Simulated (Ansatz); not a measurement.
## Varying the input for NaCl

All trials start from this Ansatz input:

```yaml
crystal:
  lattice:
    - [3.50219, 0.0, 0.0]
    - [0.0, 3.50219, 0.0]
    - [0.0, 0.0, 3.50219]
  atoms:
    - { symbol: Na, position: [0.0, 0.0, 0.0] }
    - { symbol: Cl, position: [0.5, 0.5, 0.5] }
basis:
  ecutwfc: 420
kpoints:
  mp_grid: { grid: [6, 6, 6] }
hamiltonian:
  xc: pbe
scf:
  occupations: { method: gaussian, width: 0.1 }
output:
  forces: true
  stress: true
  eigenvalues: true
```

Command:

```bash
ansatz run input.yaml --threads 1 --pin off --max-ram 1331MiB --backend cpu --events-out ev --progress --plain --runs-dir out
```

The run converges in 9 SCF iterations on 20 irreducible k-points: pressure 0.11 GPa, gap on the sampled k-points 3.98 eV.

Settings here are deliberately varied, not converged. Each trial's input is given as a difference from the reference's; energies are extrapolated to zero smearing where there is one, and pressure is positive in compression. Charged cells sit in a uniform background, and their pressures hang on that convention.

Trial 1 (volume scaled):

```diff
 crystal:
   lattice:
-    - [3.50219, 0.0, 0.0]
-    - [0.0, 3.50219, 0.0]
-    - [0.0, 0.0, 3.50219]
+    - [3.3278887501, 0.0, 0.0]
+    - [0.0, 3.3278887501, 0.0]
+    - [0.0, 0.0, 3.3278887501]
+total_charge: -0.1
 scf:
+  max_iter: 80
+  convergence: { dr2_threshold: "1e-11 eV" }
```

What does the program give?

The run converges in 8 SCF iterations on 20 irreducible k-points: pressure 6.33 GPa (with the neutralising background of the charged cell), no gap.

Trial 2:

```diff
+total_charge: 0.1
 scf:
+  mixing: { algorithm: broyden, beta: 0.067 }
+  initial_density: { chi_scale: 0, normalization: atom }
+  max_iter: 84
```

How does this run end?

The run converges in 15 SCF iterations on 20 irreducible k-points: pressure 0.78 GPa (with the neutralising background of the charged cell), no gap.